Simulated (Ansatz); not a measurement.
# WSe2: the cost of one run

Program: Ansatz 0.2.0. Level of theory: DFT PBE, scalar-relativistic, plane waves, PAW. These are calculated values, not measurements.

2 further runs of the same task are left out: 2 set aside as unsound or not needed. Runs told in other sessions of the task aren't counted.

## (1) The system as given

It takes space group P6_3/mmc (No. 194, hexagonal). Conventional cell: a = 3.321 Å, b = 3.321 Å, c = 15.257 Å, α = 90.00°, β = 90.00°, γ = 120.00°. W (site symmetry -6m2) is surrounded by 6 Se at 2.55 Å. Se (site symmetry 3m) has 3 W at 2.55 Å in its first shell of neighbours.

Coordinates:

```cif
data_structure
_symmetry_space_group_name_H-M 'P 1'
_symmetry_Int_Tables_number 1
_cell_length_a 3.3207
_cell_length_b 3.3207
_cell_length_c 15.2573
_cell_angle_alpha 90.000
_cell_angle_beta 90.000
_cell_angle_gamma 60.000
_cell_volume 145.70
loop_
_atom_site_label
_atom_site_type_symbol
_atom_site_fract_x
_atom_site_fract_y
_atom_site_fract_z
_atom_site_occupancy
W1 W 0.33333 0.33333 0.25000 1
W2 W 0.66667 0.66667 0.75000 1
Se1 Se 0.33333 0.33333 0.64002 1
Se2 Se 0.66667 0.66667 0.14002 1
Se3 Se 0.33333 0.33333 0.85998 1
Se4 Se 0.66667 0.66667 0.35998 1
```

This cell was relaxed beforehand with the same method: volume 24.28 Å³/atom, gap on the mesh 1.48 eV.

## (2) The reference cell

The reference gives a free energy of -42649.3297 eV, pressure 0.02 GPa, largest force 0.005 eV/Å and gap on the mesh 1.53 eV. It was computed beforehand with the settings of the runs below.

## (3) Setting up sliding across a plane

The cut lies on the cell's a–b face, a (0 0 1) plane of area 9.55 Å², between layers 4.27 Å apart (Se below, Se above); the cell is 15.3 Å thick. Vector c is tilted by f times 1·a + 0·b (length 3.321 Å) with the atoms' Cartesian places fixed: one unrelaxed fault per cell.

## (4) f = 0.200

The input, input.yaml:

```yaml
crystal:
  lattice:
    - [-3.3206937274, 0.0, 0.0]
    - [-1.6603468637, -2.8758051261, 0.0]
    - [-0.6641387455, 0.0, 15.2573262715]
  atoms:
    - { symbol: W, position: [0.2833333333, 0.3333333333, 0.25] }
    - { symbol: W, position: [0.5166666667, 0.6666666667, 0.75] }
    - { symbol: Se, position: [0.2053293486, 0.3333333333, 0.6400199235] }
    - { symbol: Se, position: [0.638662682, 0.6666666667, 0.1400199235] }
    - { symbol: Se, position: [0.161337318, 0.3333333333, 0.8599800765] }
    - { symbol: Se, position: [0.5946706514, 0.6666666667, 0.3599800765] }
basis:
  ecutwfc: 420
kpoints:
  mp_grid: { grid: [9, 9, 2] }
hamiltonian:
  xc: pbe
scf:
  occupations: { method: gaussian, width: 0.05 }
output:
  forces: true
  stress: true
  eigenvalues: true
```

Launch:

```console
> ansatz run input.yaml --threads 2 --pin off --max-ram 5120MiB --backend cpu --events-out ev --progress --plain --runs-dir out
```

**Question.** How long does this run take on 2 threads of Intel Xeon at 2.70GHz, shared host, and how much memory does it need?

About 17 s, with a peak of 0.76 GiB.
